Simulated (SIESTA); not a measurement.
# Cd under changes of volume

One of the cells (22.264 Å³/atom); the others are scaled copies at fixed shape and fractional positions:

```xyz
1
Lattice="0.0000 2.2328 2.2328 2.2328 0.0000 2.2328 2.2328 2.2328 0.0000" Properties=species:S:1:pos:R:3 pbc="T T T"
Cd    0.0000    0.0000    0.0000
```

This isn't the form of Cd at room conditions, which is hcp.

```yaml
Program: SIESTA 5.4.2
Functional: PBE
Potentials_or_basis: PseudoDojo 0.4 standard (PBE files)
Basis: DZP (energy shift 0.002 Ry)
Grid_cutoff: 800 Ry
Energy_shift: 0.002 Ry
k_mesh: 10 × 10 × 10
Occupations: fermi-dirac, width 0.05 eV
Spin: no spin polarisation
```

| volume (Å³/atom) | energy over the lowest point (meV/atom) | pressure (GPa) |
| --- | --- | --- |
| 20.518 | 39.20 | 6.0 |
| 20.954 | ? | ? |
| 21.391 | 14.20 | 3.2 |
| 22.264 | 2.27 | 1.2 |
| 22.701 | 0.00 | 0.3 |
| 23.137 | 0.48 | -0.7 |

Problem. What does the run at 20.954 Å³/atom give?

Solution. Energy over the lowest point 24.82 meV/atom; pressure 4.6 GPa.

Worked out: A Birch-Murnaghan fit of order 3 (a polynomial in V^(-2/3)) to the other rows has its minimum at 22.86 Å³/atom with B0 = V·E''(V) = 43 GPa and B' = 4.6. It gives 24.94 meV/atom at 20.954 Å³/atom, against the run's 24.82, and -dE/dV = 4.6 GPa, against 4.6.

Energies are extrapolated to zero smearing.

Caveats: semicore shells carry a single zeta, which can move pressures by several GPa and volumes by a few percent; the basis of atomic orbitals isn't converged, which shifts pressures, moduli and gaps.
